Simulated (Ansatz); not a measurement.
**Structure relaxation of MgB**

Theory: DFT PBE, scalar-relativistic, plane waves, PAW (Ansatz 0.2.0). Cutoff 420 eV, Γ-centred k mesh, Gaussian smearing, no spin polarisation in the final step.

A relaxed cell is given with its space group left out.

```yaml
crystal:
  lattice:
    - [4.18596, 0.00000, 0.00000]
    - [-2.09298, 3.62515, 0.00000]
    - [0.00000, 0.00000, 4.65076]
  atoms:
    - { symbol: Mg, position: [0.33333, 0.66667, 0.75000] }
    - { symbol: Mg, position: [0.66667, 0.33333, 0.25000] }
    - { symbol: B, position: [0.33333, 0.66667, 0.25000] }
    - { symbol: B, position: [0.66667, 0.33333, 0.75000] }
```

Formation energies are uncorrected and refer to the elements' standard structures at the same level.

Task: What space group does it have?

Result: P6_3/mmc (No. 194). Conventional cell: a = 4.186 Å, c = 4.651 Å. Mg has 5 B at 2.33–2.42 Å; around B lie 5 Mg at 2.33–2.42 Å.

Task: What is its formation energy per atom?

Result: 1.23 eV/atom.

Task: Is it a metal?

Result: Yes, bands cross the Fermi level on the 12×12×10 mesh.

The final run used a 12×12×10 mesh on its 4-atom cell and 0.10 eV smearing. The k mesh leaves about 4 meV/atom of noise in metals. The cell came from a trial start, so MgB may not exist in this structure.

Cost: 3 runs of about 0.9 core-minutes in all, on Arm Neoverse V2 (shared hosts).